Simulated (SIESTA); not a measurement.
Crystal: Au.

```
CELL_PARAMETERS angstrom
0.00000 2.03500 2.03500
2.03500 0.00000 2.03500
2.03500 2.03500 0.00000
ATOMIC_POSITIONS crystal
Au 0.00000 0.00000 0.00000
```

| Quantity | Value |
| --- | --- |
| Program | SIESTA 5.4.2 |
| Task | single point |
| Functional | PBE |
| Potentials or basis | PseudoDojo 0.4 standard (PBE files) |
| Basis | DZP (energy shift 0.003 Ry; two zetas on semicore shells) |
| Grid cutoff | 800 Ry |
| Energy shift | 0.003 Ry |
| k mesh | 11 × 11 × 11 |
| Occupations | fermi-dirac, width 0.05 eV |
| Spin | no spin polarisation |

On this cell: pressure 12.3 GPa; band gap on the k mesh none (metal or under the smearing width).

The same run follows on a disturbed copy (cell strained at random at fixed volume):

```
CELL_PARAMETERS angstrom
0.05952 2.03278 2.02390
2.06284 0.03015 2.05328
2.07413 2.07344 0.01886
ATOMIC_POSITIONS crystal
Au 0.99810 0.99583 0.01853
```

Task: What does the disturbed cell give?

Result: The energy (extrapolated to zero smearing) moves by +7.8 meV/atom; pressure 12.5 GPa; band gap on the k mesh none (metal or under the smearing width).

Stress tensor (GPa, compression positive):
```
12.61 -2.58 -1.89
-2.58 12.45  0.33
-1.89  0.33 12.35
```

Caveats: short orbitals over semicore shells can move pressures by several GPa; the basis of atomic orbitals isn't converged, which shifts pressures, moduli and gaps.
